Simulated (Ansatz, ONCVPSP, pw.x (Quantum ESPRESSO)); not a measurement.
# osmium (Os): one change to the ONCV potential, in the atom and in the bcc crystal

ONCVPSP 4.0.1.1 (patched build) input, shortened (lines: element, Z, core and valence counts, functional; n l f; lmax; l rc ep ncon nbas qcut; lloc lpopt rc5 dvloc0; l nproj debl; icmod fcfact rcfact), PBE, scalar-relativistic:

```
  Os 76.00   10    4        4      upf
    1    0    2.00
    2    0    2.00
    2    1    6.00
    3    0    2.00
    3    1    6.00
    3    2   10.00
    4    0    2.00
    4    1    6.00
    4    2   10.00
    4    3   14.00
    5    0    2.00
    5    1    6.00
    5    2    6.00
    6    0    2.00
    2
    0    1.50    0.00    3    7    7.70
    1    1.60    0.00    4    8    6.80
    2    2.45    0.00    4    9    5.70
    4    5    1.40    6.00
    0    2    1.30
    1    2    0.70
    2    1    1.70
    3    1.75    1.35
```

In the p channel the program set the typed energies aside and used -1.868, 0.250 Ha.

Change: p: nproj 1.

Cutoffs, loose and tight: the cutoffs (Ha) at which the residual kinetic energy of the hardest occupied pseudo-wave falls to 1 and 0.1 mHa per electron. They do not see the model core or the augmentation charge, which bear on the density cutoff. Test errors are all-electron minus pseudo excitation energies from the reference, over the configurations 5s2 5p6 5d6 6s1; 5s2 5p6 5d6 6s0; 5s2 5p6 5d5 6s0; 5s2 5p6 5d6 6s1 6p1; variants that change the core or the reference have their own tests.

Crystal test: bcc Os in pw.x 7.5, no spin, 15³ k-points, Fermi–Dirac smearing 0.01 Ry, cutoffs set for each file from its atomic test. The reference is all-electron LAPW (Ansatz 0.2.0) with the same functional, mesh and smearing; V0 and B0 come from Birch–Murnaghan fits to the pressures at five volumes. Errors are pseudo minus all-electron; Δ is the rms difference of the E(V) curves that follow from these fits, minima aligned, over ±6 % about the mean V0. Mesh and smearing are coarse, so the numbers serve the comparison and aren't converged zero-temperature values; the lattice is a test structure that the element need not adopt.

All-electron: a0 = 3.093 Å (V0 = 14.79 Å³/atom), B0 = 347.4 GPa.

Does the change bring the crystal closer to the all-electron result?

The mean pressure error goes from -1.02 to -4.49 GPa, so the change moves the solid further from the all-electron pressures.

```tsv
quantity	base	changed
outcome (atom)	generated, projector energies reset by the program	generated
cutoff, loose (atom)	22 Ha	22 Ha
cutoff, tight (atom)	26 Ha	26 Ha
bound ghosts (atom)	none	none
largest test error (meV) (atom)	-28	+67
cutoffs in pw.x (Ry)	65/260	65/260
a0 (Å)	3.090	3.080
a0 error (%)	-0.10	-0.43
B0 error (%)	-0.1	+2.6
Δ (meV/atom)	3.3	14.6
mean pressure error (GPa)	-1.02	-4.49
```
